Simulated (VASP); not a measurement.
# Cu (Im-3m) in VASP: a series of runs, part 2 of 3

VASP 6.6.1. Earlier steps stand in the parts before.

## 3. Single point, r2SCAN

This run uses another cell than the first one, of 11.48 Å³/atom, 0.976 times its volume.

The input, POSCAR:

```
Cu
1.0
   -1.4211764498      1.4211764498      1.4211764498
    1.4211764498     -1.4211764498      1.4211764498
    1.4211764498      1.4211764498     -1.4211764498
Cu
1
Direct
    0.0000000000      0.0000000000      0.0000000000
```

The input, INCAR.step1:

```
ALGO = Normal
EDIFF = 1E-4
ENCUT = 520
GGA = PE
ISMEAR = 0
LASPH = T
LCHARG = F
LREAL = F
LWAVE = T
NBANDS = 12
NELM = 100
PREC = Accurate
SIGMA = 0.05
```

The input, INCAR.step2:

```
ALGO = Normal
EDIFF = 1E-6
ENCUT = 520
ISIF = 2
ISMEAR = 0
ISTART = 1
LASPH = T
LCHARG = F
LMIXTAU = T
LREAL = F
LWAVE = F
METAGGA = R2SCAN
NBANDS = 12
NELM = 100
PREC = Accurate
SIGMA = 0.05
```

The input, KPOINTS:

```
k-points
0
Gamma
  20 20 20
```

Potentials or basis: VASP PAW PBE potentials, release 64 (Cu).

Command:

```console
> cat potpaw_PBE.64/Cu/POTCAR > POTCAR
> cp INCAR.step1 INCAR
> mpirun -np 1 vasp_std > vasp.out
> cp INCAR.step2 INCAR
> mpirun -np 1 vasp_std > vasp.out
```

OUTCAR:

```text
EDIFF = 1E-6
   ENCUT = 520
   ISIF = 2
   ISMEAR = 0
   ISTART = 1
   LASPH = T
   LREAL = F
   METAGGA = R2SCAN
   NELM = 100
   PREC = Accurate

 ion  position               nearest neighbor table
   1  0.000  0.000  0.000-

  LATTYP: Found a body centered cubic cell.
 ALAT       =     2.8423528996

  Lattice vectors:

 A1 = (  -1.4211764498,   1.4211764498,   1.4211764498)
 A2 = (   1.4211764498,  -1.4211764498,   1.4211764498)
 A3 = (   1.4211764498,   1.4211764498,  -1.4211764498)

Analysis of symmetry for initial positions (statically):
=====================================================================
 Subroutine PRICEL returns:
 Original cell was already a primitive cell.

 Routine SETGRP: Setting up the symmetry group for a
 body centered cubic supercell.

 Subroutine GETGRP returns: Found 48 space group operations
 (whereof 48 operations were pure point group operations)
 out of a pool of 48 trial point group operations.

The static configuration has the point symmetry O_h .

Analysis of symmetry for dynamics (positions and initial velocities):
=====================================================================
 Subroutine PRICEL returns:
 Original cell was already a primitive cell.

 Routine SETGRP: Setting up the symmetry group for a
 body centered cubic supercell.

 Subroutine GETGRP returns: Found 48 space group operations
 (whereof 48 operations were pure point group operations)
 out of a pool of 48 trial point group operations.

The dynamic configuration has the point symmetry O_h .

 Subroutine INISYM returns: Found 48 space group operations
 (whereof 48 operations are pure point group operations),
 and found     1 'primitive' translations

----------------------------------------------------------------------------------------

                                     Primitive cell

  volume of cell :      11.4816

  direct lattice vectors                    reciprocal lattice vectors
    -1.421176450  1.421176450  1.421176450     0.000000000  0.351821197  0.351821197
     1.421176450 -1.421176450  1.421176450     0.351821197  0.000000000  0.351821197
     1.421176450  1.421176450 -1.421176450     0.351821197  0.351821197  0.000000000

  length of vectors
     2.461549818  2.461549818  2.461549818     0.497550309  0.497550309  0.497550309

  position of ions in fractional coordinates (direct lattice)
     0.000000000  0.000000000  0.000000000

  ion indices of the primitive-cell ions
   primitive index   ion index
                 1           1

----------------------------------------------------------------------------------------

 KPOINTS: k-points

Automatic generation of k-mesh.
 Grid dimensions read from file:
 generate k-points for:   20   20   20

 Generating k-lattice:

  Cartesian coordinates                     Fractional coordinates (reciprocal lattice)
     0.000000000  0.017591060  0.017591060     0.050000000  0.000000000  0.000000000
     0.017591060  0.000000000  0.017591060     0.000000000  0.050000000  0.000000000
     0.017591060  0.017591060  0.000000000     0.000000000  0.000000000  0.050000000

  Length of vectors
     0.024877515  0.024877515  0.024877515

  Shift w.r.t. Gamma in fractional coordinates (k-lattice)
     0.000000000  0.000000000  0.000000000

 Subroutine IBZKPT returns following result:
 ===========================================

 Found    256 irreducible k-points:

 Following reciprocal coordinates:
            Coordinates               Weight
  0.000000  0.000000  0.000000      1.000000
  0.050000  0.000000  0.000000     12.000000
  0.100000  0.000000  0.000000     12.000000
  0.150000  0.000000  0.000000     12.000000
  0.200000  0.000000  0.000000     12.000000
  0.250000  0.000000  0.000000     12.000000
[... 16 lines left out ...]
  0.200000  0.100000  0.000000     48.000000
  0.250000  0.100000  0.000000     48.000000
 [... further k-points ...]
   k-points           NKPTS =    256   k-points in BZ     NKDIM =    256   number of bands    NBANDS=     12
   number of dos      NEDOS =    301   number of ions     NIONS =      1
   total plane-waves  NPLWV =   5832
   dimension x,y,z NGX =    18 NGY =   18 NGZ =   18
   dimension x,y,z NGXF=    36 NGYF=   36 NGZF=   36
   ions per type =               1
   NGX,Y,Z   is equivalent  to a cutoff of  12.16, 12.16, 12.16 a.u.
   NGXF,Y,Z  is equivalent  to a cutoff of  24.31, 24.31, 24.31 a.u.
 SYSTEM =  unknown system
   PREC   = accura    normal or accurate (medium, high low for compatibility)
   ISTART =      1    job   : 0-new  1-cont  2-samecut
   ICHARG =      0    charge: 1-file 2-atom 10-const
   ISPIN  =      1    spin polarized calculation?
   LNONCOLLINEAR =      F non collinear calculations
   LSORBIT =      F    spin-orbit coupling
   LASPH  =      T    aspherical Exc in radial PAW
   ENCUT  =  520.0 eV  38.22 Ry    6.18 a.u.   4.58  4.58  4.58*2*pi/ulx,y,z
   NELM   =    100;   NELMIN=  2; NELMDL=  0     # of ELM steps
   EDIFF  = 0.1E-05   stopping-criterion for ELM
   LREAL  =      F    real-space projection
   EDIFFG = 0.1E-04   stopping-criterion for IOM
   NSW    =      0    number of steps for IOM
   IBRION =     -1    ionic relax: 0-MD 1-quasi-New 2-CG
   NFREE  =      0    steps in history (QN), initial steepest desc. (CG)
   ISIF   =      2    stress and relaxation
   ISYM   =      2    0-nonsym 1-usesym 2-fastsym
   POTIM  = 0.5000    time-step for ionic-motion
   TEBEG  =    0.0;   TEEND  =   0.0 temperature during run
   PSTRESS=    0.0 pullay stress
   NELECT =      11.0000    total number of electrons
   NUPDOWN=      -1.0000    fix difference up-down
   EMIN   =  10.00;   EMAX   =-10.00  energy-range for DOS
   EFERMI =   0.00;   METHOD = LEGACY
   ISMEAR =     0;   SIGMA  =   0.05  broadening in eV -4-tet -1-fermi 0-gaus
   EFERMI_NEDOS =   21; number of points for ismear=-14 and -15
   IALGO  =     38    algorithm
   IMIX   =      4    mixing-type and parameters
     AMIX     =   0.40;   BMIX     =  1.00
     AMIX_MAG =   1.60;   BMIX_MAG =  1.00
  volume/ion in A,a.u.               =      11.48        77.48
  Fermi-wavevector in a.u.,A,eV,Ry     =   1.613879  3.049790 35.437823  2.604606
  Thomas-Fermi vector in A             =   2.708878
   LORBIT       =      0    0 simple, 1 ext, 2 COOP (PROOUT), +10 PAW based schemes
   METAGGA = R2SCAN    functional components
   LHFCALC =     F    Hartree Fock is set to
   AEXX    =    0.0000 exact exchange contribution
   IVDW    =     0    specifies the selected vdW correction
   LEPSILON=     F    determine dielectric tensor
   LRPA    =     F    only Hartree local field effects (RPA)
 non-spin polarized calculation
 Gauss-broadening in eV      SIGMA  =   0.05
  energy-cutoff  :      520.00
  volume of cell :       11.48
 maximum number of plane-waves:       321
   NGX =  9   NGY =  9   NGZ =  9

 number of electron      10.9999984 magnetization

 Free energy of the ion-electron system (eV)
  ---------------------------------------------------
  ext. energy  EPLUGINS =         0.00000000
  ---------------------------------------------------
  free energy    TOTEN  =       -10.78691898 eV

  energy without entropy =      -10.78608580  energy(sigma->0) =      -10.78650239

 E-fermi :   7.7437     XC(G=0): -13.9417

 val. band max:        7.7430329733   @ k =   0.2000   0.1500   0.1500
 cond. band min:       7.7472031815   @ k =  -0.3000   0.4500   0.1000
 fundamental gap:      0.0041702082
 Fermi energy:         7.7436509404

 k-point     1 :       0.0000    0.0000    0.0000
  band No.  band energies     occupation
      1      -2.1420      2.00000
      2       4.4373      2.00000
      3       4.4376      2.00000
      4       4.4376      2.00000
      5       5.4886      2.00000
      6       5.4886      2.00000
      7      34.0762      0.00000
      8      34.0763      0.00000
      9      34.0763      0.00000
     10      38.2732      0.00000
     11      38.2732      0.00000
     12      38.2733      0.00000
[... 331 lines left out ...]
 k-point    24 :       0.2500    0.1000    0.0000
  band No.  band energies     occupation
      1       1.3124      2.00000
      2       3.9420      2.00000
      3       4.2536      2.00000
      4       5.3083      2.00000
      5       5.5938      2.00000
      6       5.8579      2.00000
      7      19.7553      0.00000
      8      24.9414      0.00000
      9      28.2268      0.00000
     10      32.6933      0.00000
     11      36.5711      0.00000
     12      38.4302      0.00000

 [... further k-points ...]

------------------------ aborting loop because EDIFF is reached ----------------------------------------

  FORCE on cell =-STRESS in cart. coord.  units (eV):
  Direction    XX          YY          ZZ          XY          YZ          ZX
  --------------------------------------------------------------------------------------
  -------------------------------------------------------------------------------------
  Total        0.0325253      0.0325253      0.0325253     -0.0000000     -0.0000000     -0.0000000
  in kB        4.5386645      4.5386645      4.5386645     -0.0000000     -0.0000000     -0.0000000
  external PRESSURE =       4.5386645 kB  Pullay stress =       0.0000000 kB

 VOLUME and BASIS-vectors are now :
 -----------------------------------------------------------------------------
  energy-cutoff  :      520.00
  volume of cell :       11.48
      direct lattice vectors                 reciprocal lattice vectors
    -1.421176450  1.421176450  1.421176450     0.000000000  0.351821197  0.351821197
     1.421176450 -1.421176450  1.421176450     0.351821197  0.000000000  0.351821197
     1.421176450  1.421176450 -1.421176450     0.351821197  0.351821197  0.000000000

 POSITION                                       TOTAL-FORCE (eV/Angst)
 -----------------------------------------------------------------------------------
      0.00000      0.00000      0.00000        -0.000000      0.000000      0.000000
 -----------------------------------------------------------------------------------
    total drift:                                0.000000     -0.000000      0.000000

  FREE ENERGIE OF THE ION-ELECTRON SYSTEM (eV)
  ---------------------------------------------------
  free  energy   TOTEN  =       -10.7869189778 eV

  energy  without entropy=      -10.7860858017  energy(sigma->0) =      -10.78650239
```

OUTCAR.step1:

```text
EDIFF = 1E-4
   ENCUT = 520
   GGA = PE
   ISMEAR = 0
   LASPH = T
[... 576 lines left out ...]

 POSITION                                       TOTAL-FORCE (eV/Angst)
 -----------------------------------------------------------------------------------
      0.00000      0.00000      0.00000        -0.000000      0.000000      0.000000
 -----------------------------------------------------------------------------------
    total drift:                                0.000000     -0.000000      0.000000

  FREE ENERGIE OF THE ION-ELECTRON SYSTEM (eV)
  ---------------------------------------------------
  free  energy   TOTEN  =        -3.6758672941 eV

  energy  without entropy=       -3.6750975807  energy(sigma->0) =       -3.67548244
```

OSZICAR.step1:

```text
N       E                     dE             d eps       ncg     rms          rms(c)
DAV:   1     0.422389903185E+02    0.42239E+02   -0.54238E+03  6924   0.155E+03
DAV:   2    -0.322955277545E+01   -0.45469E+02   -0.41859E+02  6376   0.204E+02
DAV:   3    -0.457961001227E+01   -0.13501E+01   -0.13417E+01  7136   0.399E+01
DAV:   4    -0.458812493226E+01   -0.85149E-02   -0.85138E-02  6996   0.283E+00
DAV:   5    -0.458820669168E+01   -0.81759E-04   -0.81760E-04  7148   0.282E-01    0.762E+00
DAV:   6    -0.401998664919E+01    0.56822E+00   -0.13446E+01  7152   0.705E+01    0.370E+00
DAV:   7    -0.369073704500E+01    0.32925E+00   -0.21048E+00  7196   0.277E+01    0.691E-01
DAV:   8    -0.367644299883E+01    0.14294E-01   -0.86133E-03  8380   0.917E-01    0.177E-01
DAV:   9    -0.367586168057E+01    0.58132E-03   -0.33310E-03  6932   0.988E-01    0.264E-02
DAV:  10    -0.367586729413E+01   -0.56136E-05   -0.24595E-05  4316   0.828E-02
   1 F= -.36758673E+01 E0= -.36754824E+01  d E =-.769713E-03
```

Wall time 70 s (1 thread of AMD EPYC 9R14 (Zen 4), shared host); peak memory 0.12 GiB.

Results:

| Quantity | Value |
| --- | --- |
| Free energy | -10.7869 eV |
| Pressure | 0.5 GPa |
| Band gap on the k mesh | none (metal or under the smearing width) |

Levels at points of the mesh, in eV from the Fermi level:
```csv
k point,band 2,band 3,band 4,band 5,band 6,band 7,band 8,band 9
"(0.00, 0.00, 0.00)",-3.31,-3.31,-3.31,-2.26,-2.26,26.33,26.33,26.33
"(0.50, 0.00, 0.00)",-4.07,-2.29,-2.14,-1.46,-0.68,4.75,18.51,18.84
"(0.50, 0.50, 0.50)",-4.98,-1.64,-1.64,-1.64,8.79,8.79,8.79,14.19
```

Caveat: the PAW data sets were made with another functional, which shifts forces and pressure a little.

(Continued in part 3 of 3.)
